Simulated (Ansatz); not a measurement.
Theory: Ansatz 0.2.0, DFT PBE, scalar-relativistic, plane waves, PAW. All cells share a 420 eV cutoff and Γ-centred k meshes spaced at most about 0.3 Å⁻¹ (about 0.25 or finer for metals, 2π included). No spin polarisation.

Each guess is relaxed in cell and atoms at zero pressure, on a coarse mesh first where it starts far from rest and then on a converged one. The steps can't lower the symmetry of the start, but it can rise. Energies are static (0 K, no zero-point motion).

Two unrelaxed guesses for BiH:

Guess 1.

```
CELL_PARAMETERS angstrom
-1.78765 1.78765 2.82533
1.78765 -1.78765 2.82533
1.78765 1.78765 -2.82533
ATOMIC_POSITIONS crystal
Bi 0.00061 0.00061 0.00000
H 0.57139 0.57139 0.00000
```

Guess 2.

```
CELL_PARAMETERS angstrom
3.28422 0.00000 0.00000
-1.64211 2.84422 0.00000
0.00000 0.00000 4.15485
ATOMIC_POSITIONS crystal
Bi 0.00000 0.00000 0.00000
H 0.66667 0.33333 0.00000
```

Question: Which guess leads to the lower structure, and by how much?

Answer: Guess 1 ends lower, by 202 meV/atom. Guess 1: I4mm at 18.1 Å³/atom → I4mm at 23.3 Å³/atom; Guess 2: P-6m2 at 19.4 Å³/atom → P-6m2 at 21.1 Å³/atom. Counting H atoms around Bi (those within 1.25 times the shortest such distance or 1.15 times the sum of covalent radii), the end of guess 1 has Bi 1 and the end of guess 2 has Bi 3. End of guess 1. Conventional cell: a = 3.296 Å, c = 8.583 Å. Bi is surrounded by 1 H at 1.83 Å; around H lies 1 Bi at 1.83 Å. End of guess 2. Conventional cell: a = 3.850 Å, c = 3.280 Å. Bi has 3 H at 2.22 Å; H is surrounded by 3 Bi at 2.22 Å.

Ends held by symmetry can be saddle points. Even the lowest of the cells shown lies +0.29 eV/atom against the elements. Weakly bound directions are ill-defined at this level, which has no dispersion term (I4mm), and this can change margins and order among such cells. Spin–orbit coupling, which can matter for Bi, is left out. With hydrogen, zero-point motion can shift such differences by 10 meV/atom or more. Some types were kept out of the candidates beforehand, so the set may lack a known form.
